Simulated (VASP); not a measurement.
PbSe (Clausthalite):

```
Pb Se
1.0
     0.00000    3.06065    3.06065
     3.06065    0.00000    3.06065
     3.06065    3.06065    0.00000
Pb Se
1 1
Direct
  0.00000 0.00000 0.00000
  0.50000 0.50000 0.50000
```

```yaml
Program: VASP 6.6.1
Task: relaxation of cell and atoms
Functional: BLYP
Dispersion: D3(BJ)
Potentials_or_basis: VASP PAW PBE potentials, release 64 (Pb_d, Se)
Cutoff: 600 eV
k_mesh: 8 × 8 × 8
Occupations: fermi-dirac, width 0.05 eV
Spin: no spin polarisation
```

At the start: pressure 1.2 GPa; volume 28.67 Å³/atom.

Task: Where does the relaxation end?

Result: Over 3 steps the energy falls by 2.3 meV/atom and the volume is 29.31 Å³/atom (+2.2 %); space group Fm-3m (No. 225, to 0.05 Å).

Step by step:
| step | energy change (eV) | largest force (eV/Å) | pressure (GPa) | volume (Å³) |
| --- | --- | --- | --- | --- |
| 1 | 0.0000 | 0.0000 | 1.16 | 57.34 |
| 2 | -0.0040 | 0.0000 | -0.39 | 59.08 |
| 3 | -0.0045 | 0.0000 | 0.00 | 58.62 |

Final structure:
```
CELL_PARAMETERS angstrom
0.00000 3.08316 3.08316
3.08316 0.00000 3.08316
3.08316 3.08316 0.00000
ATOMIC_POSITIONS crystal
Pb 0.00000 0.00000 0.00000
Se 0.50000 0.50000 0.50000
```

The cell as given is a measured one (28.67 Å³/atom); BLYP+D3(BJ) puts the equilibrium volume +2.2 % from it, thermal expansion not counted.

Caveat: the PAW data sets were made with another functional, which shifts forces and pressure a little.
